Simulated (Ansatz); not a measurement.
**SiC: how the settings move a single-point run**

How sensitive is a single-point run of SiC to its settings? A reference run comes first, then one run with altered input.

The COD entry's cell or inner coordinates are ideal or old and differ from later refinements, so a difference from it is no clean test against experiment.

Computed with Ansatz 0.2.0 (reference: DFT, LDA, all-electron LAPW, scalar-relativistic, unless a step's input says otherwise).

### Step 1. The system as given

The structure is cubic, space group F-43m (No. 216). Conventional cell: a = 4.348 Å, b = 4.348 Å, c = 4.348 Å, α = 90.00°, β = 90.00°, γ = 90.00°. Si (site symmetry -43m) is surrounded by 4 C at 1.88 Å. Around C (site symmetry -43m) lie 4 Si at 1.88 Å.

Coordinates:

```xyz
2
Lattice="0.0000 2.1740 2.1740 2.1740 0.0000 2.1740 2.1740 2.1740 0.0000" Properties=species:S:1:pos:R:3 pbc="T T T"
Si    0.0000    0.0000    0.0000
C     3.2610    3.2610    3.2610
```

### Step 2. Reference

input.yaml reads:

```yaml
crystal:
  lattice:
    - [0.0, 2.174, 2.174]
    - [2.174, 0.0, 2.174]
    - [2.174, 2.174, 0.0]
  atoms:
    - { symbol: Si, position: [0.0, 0.0, 0.0] }
    - { symbol: C, position: [0.75, 0.75, 0.75] }
kpoints:
  mp_grid: { grid: [16, 16, 16] }
  band_path:
    path:
      - [0.0, 0.0, 0.0]
      - [-0.5, -0.5, 0.0]
      - [-0.375, -0.375, 0.25]
      - [-0.375, 0.0, 0.375]
      - [0.0, 0.0, 0.0]
      - [0.0, 0.0, 0.5]
      - [-0.5, -0.25, 0.25]
      - [-0.5, -0.5, 0.0]
    npoints: 5
scf:
  occupations: { method: fermi_dirac, width: 0.05 }
hamiltonian:
  xc: lda
  pseudopotentials: { kind: all_electron, lapw: { basis_error: 0.00025 } }
output:
  forces: true
  stress: true
  eigenvalues: true
```

The run is started by

```bash
> ansatz run input.yaml --threads 1 --pin off --max-ram 2048MiB --backend cpu --events-out ev --progress --plain --runs-dir out
```

### Step 3. Variant: mp_grid.shift [0.5, 0.5, 0.5]

input.yaml, as its differences from that of step 2:

```diff
@@ -9,3 +9,3 @@
 kpoints:
-  mp_grid: { grid: [16, 16, 16] }
+  mp_grid: { grid: [16, 16, 16], shift: [0.5, 0.5, 0.5] }
   band_path:
```

What does the calculation give? Wanted: for each run, ending; energy change; pressure; gap; force.

The runs gave:

| run | ending | energy change | pressure (GPa) | gap (eV) | force (eV/Å) | cycles | time |
| --- | --- | --- | --- | --- | --- | --- | --- |
| reference | converged | 0 | -3.0 | 1.31 | 0.00 | 7 | 37 s |
| 1: mp_grid.shift [0.5, 0.5, 0.5] | converged | 0.0 meV/atom | -3.0 | 1.40 | 0.00 | 7 | 98 s |

Residual by cycle in the longest SCF loop of each run; runs are numbered as in the table. The quantity is the density residual dr2, in eV.

| cycle | reference | run 1 |
| --- | --- | --- |
| 1 | 5.1 | 5.1 |
| 2 | 0.224 | 0.224 |
| 3 | 0.0345 | 0.0345 |
| 4 | 1.3e-4 | 1.3e-4 |
| 5 | 2.8e-6 | 2.8e-6 |
| 6 | 2.0e-7 | 2.0e-7 |
| 7 | 9.9e-10 | 1.0e-9 |

What this shows: Changing the k-point mesh moves the energy by 0.0 meV/atom, and the gap on the mesh goes from 1.31 to 1.40 eV. Sampling errors of the energy have no fixed sign. A gap read on a mesh depends on which points the mesh holds, and a coarse mesh shifts the density too. Cost: 98 s against 37 s.
